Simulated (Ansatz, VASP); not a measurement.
## H: VASP beside Ansatz

The input INCAR:

```
PREC = Accurate
ENCUT = 520
EDIFF = 1E-6
ISMEAR = 0
SIGMA = 0.02
LREAL = F
LASPH = T
NELM = 100
ALGO = Normal
ISIF = 2
LWAVE = F
LCHARG = T
GGA = PE
LELF = T
LVHAR = T
NBANDS = 10
```

Contents of KPOINTS:

```
Automatic mesh
0
Gamma
  4 4 2
```

File POSCAR:

```
H
1.0
    1.6658090373     -2.7469537335     -0.0052436491
    1.6113438920      2.7140848555      0.0007060932
   -0.0086892704      0.0068758389      6.2934434662
H
4
Direct
    0.5662535610      0.4206466936      0.9977276521
    0.4258355753      0.5462440783      0.0069937013
    0.4030250062      0.5602515494      0.5008543439
    0.5770581392      0.4048615582      0.5055121593
```

Input for Ansatz:

```yaml
crystal:
  lattice:
    - [1.6658090373, -2.7469537335, -0.0052436491]
    - [1.611343892, 2.7140848555, 0.0007060932]
    - [-0.0086892704, 0.0068758389, 6.2934434662]
  atoms:
    - { symbol: H, position: [0.566253561, 0.4206466936, 0.9977276521] }
    - { symbol: H, position: [0.4258355753, 0.5462440783, 0.0069937013] }
    - { symbol: H, position: [0.4030250062, 0.5602515494, 0.5008543439] }
    - { symbol: H, position: [0.5770581392, 0.4048615582, 0.5055121593] }
basis:
  ecutwfc: 420
kpoints:
  mp_grid: { grid: [4, 4, 2] }
hamiltonian:
  xc: pbe
scf:
  occupations: { method: gaussian, width: 0.02 }
output:
  forces: true
  stress: true
  eigenvalues: true
```

Change from the starting cell: kmesh displaced: [4, 4, 2] Gamma-centred.

Alike in both runs: task single point; functional PBE; k mesh 4 × 4 × 2; occupations gaussian, width 0.02 eV; no spin polarisation.

|  | VASP | Ansatz |
| --- | --- | --- |
| version | VASP 6.6.1 | Ansatz 0.2.0 |
| potentials or method | VASP PAW PBE potentials, release 64 (H) | scalar-relativistic, plane waves, PAW |
| plane-wave cutoff (eV) | 520 | 420 |
| valence electrons in the cell | 4 | 4 |

```csv
,VASP,Ansatz,Ansatz less VASP
gap on the k mesh at the Fermi level (eV),6.91,6.91,0.000
least direct gap on the mesh (eV),6.91,6.91,0.000
pressure (GPa),-2.2,-2.0,+0.15
largest component of the traceless stress (GPa),4.73,4.71,-0.022
rms of the force components (eV/Å),1.384,1.387,+0.0021
```

Atom by atom the forces differ by 0.006 eV/Å (rms over components). The functional is the same, so the differences come from potentials, cutoffs and numerics.

Caveats: the k mesh is coarse (spacing up to 0.56 Å⁻¹), so the values aren't converged; forces of over 1 eV/Å show positions far from the minimum, so gaps and moduli don't describe the material at rest. A k mesh can miss the band edges.
